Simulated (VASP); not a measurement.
# WC (P-6m2) in VASP: single point with PBE

Aim: the single point of WC with PBE.

All numbers are computed with VASP 6.6.1; they aren't measurements. Logs are shortened: lines on timing, memory, paths and dates and some standing lists are left out, and cuts for length are marked.

## Step 1: Starting point

Symmetry: P-6m2, No. 187, hexagonal system. The conventional cell has a = 2.901 Å, b = 2.901 Å, c = 2.829 Å, α = 90.00°, β = 90.00°, γ = 120.00°. Around W (site symmetry -6m2) lie 6 C at 2.19 Å. Around C (site symmetry -6m2) lie 6 W at 2.19 Å.

## Step 2: Single point, PBE

File INCAR:

```
PREC     = Accurate       # precision mode
ENCUT    = 520            # plane-wave cutoff, eV
EDIFF    = 1E-6           # SCF threshold, eV
ISMEAR   = -1             # smearing method
SIGMA    = 0.05           # smearing width, eV
LREAL    = F              # projectors in reciprocal space
LASPH    = T              # aspherical terms in the spheres
NELM     = 100            # most SCF steps
ALGO     = Normal         # electronic algorithm
ISIF     = 2              # what is computed and relaxed
LWAVE    = F              # write WAVECAR
LCHARG   = T              # write CHGCAR
GGA      = PE             # functional
LELF     = T              # ELF
LVHAR    = T            
NBANDS   = 16             # bands
```

File KPOINTS:

```
regular mesh
0
Gamma
  13 13 12
```

File POSCAR:

```
WC
1.0
    2.9005014360      0.0000000000      0.0000000000
   -1.4502507180      2.5119079273      0.0000000000
    0.0000000000      0.0000000000      2.8290000000
W C
1 1
Direct
    0.0000000000      0.0000000000      0.0000000000
    0.6666666667      0.3333333333      0.5000000000
```

Potentials or basis: VASP PAW PBE potentials, release 64 (W_sv, C).

On the command line:

```
$ cat potpaw_PBE.64/W_sv/POTCAR potpaw_PBE.64/C/POTCAR > POTCAR
$ mpirun -np 1 vasp_std > vasp.out
```

OUTCAR:

```text
PREC = Accurate
   ENCUT = 520
   EDIFF = 1E-6
   ISMEAR = -1
   LREAL = F
   LASPH = T
   NELM = 100
   ISIF = 2
   GGA = PE

 ion  position               nearest neighbor table
   1  0.000  0.000  0.000-   2 2.19   2 2.19   2 2.19   2 2.19   2 2.19   2 2.19
   2  0.667  0.333  0.500-   1 2.19   1 2.19   1 2.19   1 2.19   1 2.19   1 2.19

  LATTYP: Found a hexagonal cell.
 ALAT       =     2.9005014360
 C/A-ratio  =     0.9753485949

  Lattice vectors:

 A1 = (   2.9005014360,   0.0000000000,   0.0000000000)
 A2 = (  -1.4502507180,   2.5119079273,   0.0000000000)
 A3 = (   0.0000000000,   0.0000000000,   2.8290000000)

Analysis of symmetry for initial positions (statically):
=====================================================================
 Subroutine PRICEL returns:
 Original cell was already a primitive cell.

 Routine SETGRP: Setting up the symmetry group for a
 hexagonal supercell.

 Subroutine GETGRP returns: Found 12 space group operations
 (whereof 12 operations were pure point group operations)
 out of a pool of 24 trial point group operations.

The static configuration has the point symmetry D_3h.

Analysis of symmetry for dynamics (positions and initial velocities):
=====================================================================
 Subroutine PRICEL returns:
 Original cell was already a primitive cell.

 Routine SETGRP: Setting up the symmetry group for a
 hexagonal supercell.

 Subroutine GETGRP returns: Found 12 space group operations
 (whereof 12 operations were pure point group operations)
 out of a pool of 24 trial point group operations.

The dynamic configuration has the point symmetry D_3h.

 Subroutine INISYM returns: Found 12 space group operations
 (whereof 12 operations are pure point group operations),
 and found     1 'primitive' translations

----------------------------------------------------------------------------------------

                                     Primitive cell

  volume of cell :      20.6115

  direct lattice vectors                    reciprocal lattice vectors
     2.900501436  0.000000000  0.000000000     0.344767973  0.199051882  0.000000000
    -1.450250718  2.511907927  0.000000000     0.000000000  0.398103764  0.000000000
     0.000000000  0.000000000  2.829000000     0.000000000  0.000000000  0.353481796

  length of vectors
     2.900501436  2.900501436  2.829000000     0.398103764  0.398103764  0.353481796

  position of ions in fractional coordinates (direct lattice)
     0.000000000  0.000000000  0.000000000
     0.666666667  0.333333333  0.500000000

  ion indices of the primitive-cell ions
   primitive index   ion index
                 1           1
                 2           2

----------------------------------------------------------------------------------------

 KPOINTS: regular mesh

Automatic generation of k-mesh.
 Grid dimensions read from file:
 generate k-points for:   13   13   12

 Generating k-lattice:

  Cartesian coordinates                     Fractional coordinates (reciprocal lattice)
     0.026520613  0.015311683  0.000000000     0.076923077 -0.000000000  0.000000000
     0.000000000  0.030623366  0.000000000     0.000000000  0.076923077  0.000000000
     0.000000000  0.000000000  0.029456816     0.000000000  0.000000000  0.083333333

  Length of vectors
     0.030623366  0.030623366  0.029456816

  Shift w.r.t. Gamma in fractional coordinates (k-lattice)
     0.000000000  0.000000000  0.000000000

 Subroutine IBZKPT returns following result:
 ===========================================

 Found    147 irreducible k-points:

 Following reciprocal coordinates:
            Coordinates               Weight
  0.000000  0.000000  0.000000      1.000000
  0.076923 -0.000000  0.000000      6.000000
  0.153846  0.000000  0.000000      6.000000
  0.230769  0.000000  0.000000      6.000000
  0.307692  0.000000  0.000000      6.000000
  0.384615  0.000000  0.000000      6.000000
[... 16 lines left out ...]
  0.076923 -0.000000  0.083333     12.000000
  0.153846  0.000000  0.083333     12.000000
 [... further k-points ...]
   k-points           NKPTS =    147   k-points in BZ     NKDIM =    147   number of bands    NBANDS=     16
   number of dos      NEDOS =    301   number of ions     NIONS =      2
   total plane-waves  NPLWV =  13824
   dimension x,y,z NGX =    24 NGY =   24 NGZ =   24
   dimension x,y,z NGXF=    48 NGYF=   48 NGZF=   48
   ions per type =               1   1
   NGX,Y,Z   is equivalent  to a cutoff of  13.76, 13.76, 14.10 a.u.
   NGXF,Y,Z  is equivalent  to a cutoff of  27.51, 27.51, 28.21 a.u.
 SYSTEM =  unknown system
   PREC   = accura    normal or accurate (medium, high low for compatibility)
   ISTART =      0    job   : 0-new  1-cont  2-samecut
   ICHARG =      2    charge: 1-file 2-atom 10-const
   ISPIN  =      1    spin polarized calculation?
   LNONCOLLINEAR =      F non collinear calculations
   LSORBIT =      F    spin-orbit coupling
   LASPH  =      T    aspherical Exc in radial PAW
   ENCUT  =  520.0 eV  38.22 Ry    6.18 a.u.   5.39  5.39  5.26*2*pi/ulx,y,z
   NELM   =    100;   NELMIN=  2; NELMDL= -5     # of ELM steps
   EDIFF  = 0.1E-05   stopping-criterion for ELM
[... 12 lines left out ...]
   EMIN   =  10.00;   EMAX   =-10.00  energy-range for DOS
   EFERMI =   0.00;   METHOD = LEGACY
   ISMEAR =    -1;   SIGMA  =   0.05  broadening in eV -4-tet -1-fermi 0-gaus
   EFERMI_NEDOS =   21; number of points for ismear=-14 and -15
   IALGO  =     38    algorithm
   IMIX   =      4    mixing-type and parameters
     AMIX     =   0.40;   BMIX     =  1.00
     AMIX_MAG =   1.60;   BMIX_MAG =  1.00
  volume/ion in A,a.u.               =      10.31        69.55
  Fermi-wavevector in a.u.,A,eV,Ry     =   1.564813  2.957068 33.315762  2.448639
  Thomas-Fermi vector in A             =   2.667381
   LORBIT       =      0    0 simple, 1 ext, 2 COOP (PROOUT), +10 PAW based schemes
   GGA     = PE    functional components
   LHFCALC =     F    Hartree Fock is set to
   AEXX    =    0.0000 exact exchange contribution
   IVDW    =     0    specifies the selected vdW correction
   LEPSILON=     F    determine dielectric tensor
   LRPA    =     F    only Hartree local field effects (RPA)
 non-spin polarized calculation
  energy-cutoff  :      520.00
  volume of cell :       20.61
 maximum number of plane-waves:       580
 NGX is ok and might be reduce to    24
   NGX = 11   NGY = 11   NGZ = 11

 number of electron      18.0000001 magnetization

 Free energy of the ion-electron system (eV)
  ---------------------------------------------------
  ext. energy  EPLUGINS =         0.00000000
  ---------------------------------------------------
  free energy    TOTEN  =       -22.43606390 eV

  energy without entropy =      -22.43332162  energy(sigma->0) =      -22.43469276

 E-fermi :  11.1874     XC(G=0): -13.8375

 val. band max:       11.1546142108   @ k =   0.4615   0.0769   0.4167
 cond. band min:      11.1873784579   @ k =   0.0769   0.0769   0.4167
 fundamental gap:      0.0327642471
 Fermi energy:        11.1873558233

 k-point     1 :       0.0000    0.0000    0.0000
  band No.  band energies     occupation
      1     -62.8097      2.00000
      2     -26.7874      2.00000
      3     -26.6882      2.00000
      4     -26.6882      2.00000
      5      -3.3264      2.00000
      6       6.8272      2.00000
[... 8 lines left out ...]
     15      25.5940      0.00000
     16      27.9741      0.00000

 k-point     2 :       0.0769   -0.0000    0.0000
  band No.  band energies     occupation
      1     -62.8063      2.00000
      2     -26.7809      2.00000
      3     -26.7386      2.00000
      4     -26.6996      2.00000
      5      -3.1695      2.00000
      6       6.8722      2.00000
[... 8 lines left out ...]
     15      25.2737      0.00000
     16      28.3039      0.00000

 k-point     3 :       0.1538    0.0000    0.0000
  band No.  band energies     occupation
      1     -62.7968      2.00000
      2     -26.8763      2.00000
      3     -26.7630      2.00000
      4     -26.7310      2.00000
      5      -2.7225      2.00000
      6       6.5679      2.00000
[... 8 lines left out ...]
     15      24.9285      0.00000
     16      29.2217      0.00000

 k-point     4 :       0.2308    0.0000    0.0000
  band No.  band energies     occupation
      1     -62.7834      2.00000
      2     -27.0658      2.00000
      3     -26.7749      2.00000
      4     -26.7375      2.00000
      5      -2.0529      2.00000
      6       5.8148      2.00000
[... 8 lines left out ...]
     15      25.1057      0.00000
     16      29.5464      0.00000

 k-point     5 :       0.3077    0.0000    0.0000
  band No.  band energies     occupation
      1     -62.7691      2.00000
      2     -27.2616      2.00000
      3     -26.8210      2.00000
      4     -26.7104      2.00000
      5      -1.2671      2.00000
      6       5.0745      2.00000
[... 8 lines left out ...]
     15      25.9764      0.00000
     16      28.4118      0.00000

 k-point     6 :       0.3846    0.0000    0.0000
  band No.  band energies     occupation
      1     -62.7572      2.00000
      2     -27.4199      2.00000
      3     -26.8590      2.00000
      4     -26.6878      2.00000
      5      -0.5189      2.00000
      6       4.4934      2.00000
[... 8 lines left out ...]
     15      25.5623      0.00000
     16      28.1874      0.00000

 k-point     7 :       0.4615   -0.0000    0.0000
  band No.  band energies     occupation
      1     -62.7505      2.00000
      2     -27.5078      2.00000
      3     -26.8803      2.00000
      4     -26.6750      2.00000
      5      -0.0305      2.00000
      6       4.1578      2.00000
[... 8 lines left out ...]
     15      24.2769      0.00000
     16      29.2111      0.00000

 k-point     8 :       0.0769    0.0769    0.0000
  band No.  band energies     occupation
      1     -62.7998      2.00000
      2     -26.8304      2.00000
      3     -26.7687      2.00000
      4     -26.7232      2.00000
      5      -2.8673      2.00000
      6       6.7305      2.00000
[... 8 lines left out ...]
     15      24.9957      0.00000
     16      28.8441      0.00000

 k-point     9 :       0.1538    0.0769    0.0000
  band No.  band energies     occupation
      1     -62.7884      2.00000
      2     -26.9881      2.00000
      3     -26.7666      2.00000
      4     -26.7470      2.00000
      5      -2.3066      2.00000
      6       6.1158      2.00000
[... 8 lines left out ...]
     15      24.9654      0.00000
     16      29.6415      0.00000
[... 172 lines left out ...]
 k-point    19 :       0.3077    0.2308    0.0000
  band No.  band energies     occupation
      1     -62.7466      2.00000
      2     -27.3846      2.00000
      3     -27.0815      2.00000
      4     -26.6675      2.00000
      5       0.3779      2.00000
      6       4.4744      2.00000
[... 8 lines left out ...]
     15      26.5235      0.00000
     16      28.2214      0.00000

 k-point    20 :       0.3846    0.2308    0.0000
  band No.  band energies     occupation
      1     -62.7439      2.00000
      2     -27.3940      2.00000
      3     -27.1155      2.00000
      4     -26.6625      2.00000
      5       0.6146      2.00000
      6       4.4307      2.00000
[... 8 lines left out ...]
     15      26.0582      0.00000
     16      28.2566      0.00000

 k-point    21 :       0.3077    0.3077    0.0000
  band No.  band energies     occupation
      1     -62.7427      2.00000
      2     -27.3336      2.00000
      3     -27.1985      2.00000
      4     -26.6602      2.00000
      5       0.7413      2.00000
      6       4.5420      2.00000
[... 8 lines left out ...]
     15      26.7287      0.00000
     16      27.4805      0.00000

 k-point    22 :       0.0000    0.0000    0.0833
  band No.  band energies     occupation
      1     -62.8069      2.00000
      2     -26.8412      2.00000
      3     -26.6836      2.00000
      4     -26.6836      2.00000
      5      -3.1546      2.00000
      6       6.7429      2.00000
[... 8 lines left out ...]
     15      25.9881      0.00000
     16      28.0130      0.00000

 k-point    23 :       0.0769   -0.0000    0.0833
  band No.  band energies     occupation
      1     -62.8035      2.00000
      2     -26.8347      2.00000
      3     -26.7336      2.00000
      4     -26.6949      2.00000
      5      -3.0015      2.00000
      6       6.8162      2.00000
[... 8 lines left out ...]
     15      25.4559      0.00000
     16      28.3009      0.00000

 k-point    24 :       0.1538    0.0000    0.0833
  band No.  band energies     occupation
      1     -62.7940      2.00000
      2     -26.8719      2.00000
      3     -26.8148      2.00000
      4     -26.7262      2.00000
      5      -2.5663      2.00000
      6       6.6350      2.00000
[... 8 lines left out ...]
     15      24.8479      0.00000
     16      29.1225      0.00000

 [... further k-points ...]

------------------------ aborting loop because EDIFF is reached ----------------------------------------

  FORCE on cell =-STRESS in cart. coord.  units (eV):
  Direction    XX          YY          ZZ          XY          YZ          ZX
  --------------------------------------------------------------------------------------
  -------------------------------------------------------------------------------------
  Total        1.2088576      1.2088576      1.2664981      0.0000000      0.0000000      0.0000000
  in kB       93.9671322     93.9671322     98.4476541      0.0000000      0.0000000      0.0000000
  external PRESSURE =      95.4606395 kB  Pullay stress =       0.0000000 kB

 VOLUME and BASIS-vectors are now :
 -----------------------------------------------------------------------------
  energy-cutoff  :      520.00
  volume of cell :       20.61
      direct lattice vectors                 reciprocal lattice vectors
     2.900501436  0.000000000  0.000000000     0.344767973  0.199051882  0.000000000
    -1.450250718  2.511907927  0.000000000     0.000000000  0.398103764  0.000000000
     0.000000000  0.000000000  2.829000000     0.000000000  0.000000000  0.353481796

 POSITION                                       TOTAL-FORCE (eV/Angst)
 -----------------------------------------------------------------------------------
      0.00000      0.00000      0.00000         0.000000      0.000000      0.000000
      1.45025      0.83730      1.41450        -0.000000      0.000000      0.000000
 -----------------------------------------------------------------------------------
    total drift:                                0.000000     -0.000000      0.000000

  FREE ENERGIE OF THE ION-ELECTRON SYSTEM (eV)
  ---------------------------------------------------
  free  energy   TOTEN  =       -22.4360639011 eV

  energy  without entropy=      -22.4333216189  energy(sigma->0) =      -22.43469276
```

Run time: 14 s. Hardware: 1 thread of Intel Xeon 6975P-C (Granite Rapids), shared host; peak memory 0.17 GiB.

Results:

```yaml
Free_energy: -22.4361 eV
Pressure: 9.5 GPa
Band_gap_on_the_k_mesh: none (metal or under the smearing width)
```

Levels at points of the mesh, in eV from the Fermi level:
| k point | band 7 | band 8 | band 9 | band 10 | band 11 | band 12 |
| --- | --- | --- | --- | --- | --- | --- |
| (0.00, 0.00, 0.00) | -3.38 | -3.38 | 0.08 | 3.26 | 3.26 | 5.66 |
| (0.00, 0.00, 0.50) | -2.05 | -2.05 | -0.60 | -0.60 | 3.70 | 4.53 |

Spin-orbit coupling is left out, which matters for the levels of W.
